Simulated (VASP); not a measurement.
# Results of a VASP single-point calculation on CaSe (strained rocksalt)

POSCAR

```
Ca Se
 1.0000000000000000
     0.0000000000000000    2.9325182114000001    2.9794179578000000
     2.9325182114000001    0.0000000000000000    2.9794179578000000
     2.9325182114000001    2.9325182114000001    0.0000000000000000
 Ca  Se
   1   1
Cartesian
  0.0000000000000000  0.0000000000000000  0.0000000000000000
  2.9325182113999997  2.9325182113999997  2.9794179577999995
```

* gap between bands v and c: 2.00 eV
* least direct gap: 2.91 eV

Band v is the last that the valence electrons fill when counted band by band, and c is the next. Levels in eV from the top of v:

```json
{"point": "Γ", "v−1": "0.00", "v": "0.00", "c": "3.38", "c+1": "3.63"}
{"point": "X", "v−1": "-0.98", "v": "-0.95", "c": "2.00", "c+1": "5.01"}
{"point": "K", "v−1": "-2.08", "v": "-1.11", "c": "3.29", "c+1": "5.68"}
{"point": "L", "v−1": "-1.23", "v": "-1.22", "c": "4.53", "c+1": "5.50"}
{"point": "W", "v−1": "-1.99", "v": "-1.72", "c": "4.45", "c+1": "4.45"}
```

Question: Which of these levels of theory gave these results?
A. PBE0
B. r²SCAN
C. PBEsol
D. PBE
E. PBE with spin–orbit coupling
F. HSE06
G. LDA

Answer: D.

The INCAR was:

```
ISIF = 2
LREAL = .FALSE.
PREC = Accurate
ENCUT = 520
NBANDS = 15
LCHARG = .TRUE.
IBRION = -1
ISMEAR = -1
EDIFF = 1E-7
NELM = 120
NSW = 0
LWAVE = .FALSE.
GGA = PE
SIGMA = 0.02
LASPH = .TRUE.
LELF = .TRUE.
```
